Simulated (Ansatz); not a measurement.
## ZnS: electron density at the nuclei under pressure

```xyz
2
Lattice="0.0000 2.7046 2.7046 2.7046 0.0000 2.7046 2.7046 2.7046 0.0000" Properties=species:S:1:pos:R:3 pbc="T T T"
Zn    0.0000    0.0000    0.0000
S     4.0570    4.0570    4.0570
```

Atom numbers follow the list: Zn1, S2.

The conventional cell has a = 5.409 Å, b = 5.409 Å, c = 5.409 Å, α = 90.00°, β = 90.00°, γ = 90.00°. Around Zn (atom 1) lie 4 S at 2.34 Å. S (atom 2) has 4 Zn at 2.34 Å as nearest neighbours.

The cell is COD entry 9000107, as deposited and not checked against the literature; nothing was relaxed.

All numbers below come from Ansatz 0.2.0, DFT, PBEsol, all-electron PAW with datasets made for the crystal, scalar-relativistic.

The runs use a Γ-centred 8×8×8 k mesh, Fermi–Dirac smearing of 0.01 eV, cutoff 280 eV (chosen by the program for this cell), no spin polarisation.

The contact density is the mean electron density over the nuclear volume; its changes set Mössbauer isomer shifts. Changes below are taken from the unscaled cell, where it is 166337 e/Å³ at Zn1, 19716.2 e/Å³ at S2.

Volumes at which the program chose other datasets or cutoffs are left out.

```csv
V/V(cell),P (GPa),Δρ(0) Zn1 (e/Å³),Δρ(0) S2 (e/Å³)
0.9800,-0.7,0.52,-0.24
0.9900,-1.5,0.26,?
1.0000,-2.2,0.00,0.00
1.0100,-2.8,?,0.12
1.0200,-3.5,-0.48,0.24
1.0400,-4.6,-0.87,0.49
1.0500,-5.2,-1.08,0.60
1.0600,-5.7,?,0.72
```

Q: Fill in "Δρ(0) S2 (e/Å³)" for the row "0.9900".

A: -0.12.

Q: Fill in "Δρ(0) Zn1 (e/Å³)" for the row "1.0600".

A: -1.28.

Q: What belongs in the row "1.0100", column "Δρ(0) Zn1 (e/Å³)"?

A: -0.24.

The datasets are made afresh for each cell, so very small changes are uncertain.
